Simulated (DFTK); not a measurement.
# Ba under changes of volume

One of the cells (62.989 Å³/atom); the others are scaled copies at fixed shape and fractional positions:

```xyz
1
Lattice="-2.5065 2.5065 2.5065 2.5065 -2.5065 2.5065 2.5065 2.5065 -2.5065" Properties=species:S:1:pos:R:3 pbc="T T T"
Ba    0.0000    0.0000    0.0000
```

| Quantity | Value |
| --- | --- |
| Program | DFTK 0.8.2 |
| Functional | PBE |
| Potentials or basis | dojo.nc.sr.pbe.v0_4_1.standard.upf (PBE) |
| Cutoff | 762 eV |
| k mesh | 8 × 8 × 8 |
| Occupations | fermi-dirac, width 0.05 eV |
| Spin | no spin polarisation |

```csv
volume (Å³/atom),energy over the lowest point (meV/atom),pressure (GPa)
59.209,7.21,0.6
60.469,3.12,0.4
61.729,0.77,0.2
62.989,0.00,0.0
64.249,?,?
65.508,2.73,-0.3
66.768,6.00,-0.5
```

**Question.** What does the run at 64.249 Å³/atom give?

**Answer.** Energy over the lowest point 0.70 meV/atom; pressure -0.2 GPa.

Worked out: A Birch-Murnaghan fit of order 3 (a polynomial in V^(-2/3)) to the other rows has its minimum at 63.00 Å³/atom with B0 = V·E''(V) = 9.3 GPa and B' = 3.2. It gives 0.70 meV/atom at 64.249 Å³/atom, against the run's 0.70, and -dE/dV = -0.2 GPa, against -0.2.

Energies are extrapolated to zero smearing.

Caveats: this release of the barium file is off.
